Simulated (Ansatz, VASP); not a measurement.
**One calculation of BaTe, two programs**

INCAR

```
ALGO = Normal
EDIFF = 1E-7
ENCUT = 520
GGA = PS
ISIF = 2
ISMEAR = -1
LASPH = T
LCHARG = F
LREAL = F
LWAVE = F
NBANDS = 15
NELM = 80
PREC = Accurate
SIGMA = 0.05
```

File KPOINTS:

```
k-points
0
Gamma
  7 7 7
```

Contents of POSCAR:

```
BaTe
1.0
    0.0000000000      3.3871134044      3.3871134044
    3.3871134044      0.0000000000      3.3871134044
    3.3871134044      3.3871134044      0.0000000000
Ba Te
1 1
Direct
    0.0000000000      0.0000000000      0.0000000000
    0.5000000000      0.5000000000      0.5000000000
```

The input input.yaml:

```yaml
crystal:
  lattice:
    - [0.0, 3.3871134044, 3.3871134044]
    - [3.3871134044, 0.0, 3.3871134044]
    - [3.3871134044, 3.3871134044, 0.0]
  atoms:
    - { symbol: Ba, position: [0.0, 0.0, 0.0] }
    - { symbol: Te, position: [0.5, 0.5, 0.5] }
hamiltonian:
  xc: pbesol
  pseudopotentials: { kind: paw }
kpoints:
  mp_grid: { grid: [7, 7, 7] }
scf:
  occupations: { method: fermi_dirac, width: 0.05 }
output:
  forces: true
  stress: true
  eigenvalues: true
```

Change from the starting cell: volume scaled by 0.98.

Alike in both runs: task single point; functional PBEsol; k mesh 7 × 7 × 7; occupations fermi-dirac, width 0.05 eV; no spin polarisation.

|  | VASP | Ansatz |
| --- | --- | --- |
| version | VASP 6.6.1 | Ansatz 0.2.0 |
| potentials or method | VASP PAW PBE potentials, release 64 (Ba_sv, Te) | Ansatz PAW |
| plane-wave cutoff (eV) | 520 | 420 |
| valence electrons in the cell | 16 | 26 |

Ansatz gave:

* gap on the k mesh at the Fermi level (eV): 1.34
* least direct gap on the mesh (eV): 1.69
* pressure (GPa): 2.8

Question: Estimate VASP's values.

Answer: gap on the k mesh at the Fermi level (eV): 1.23; least direct gap on the mesh (eV): 1.62; pressure (GPa): 3.3.

The two sets of potentials don't hold the same shells in valence.

Caveats: spin-orbit coupling is left out, which moves the levels of the heavy elements; the PAW data sets were made with another functional, which shifts forces and pressure a little (VASP); an odd mesh through Γ misses points on the zone boundary, where band edges often lie (VASP); odd divisions of the mesh miss points on the zone boundary, where band edges often lie, so the gap on the mesh can be too wide (Ansatz); the PAW data sets come from PBE, with cores solved anew for the run's functional, which leaves a small shift of forces and pressure (Ansatz).
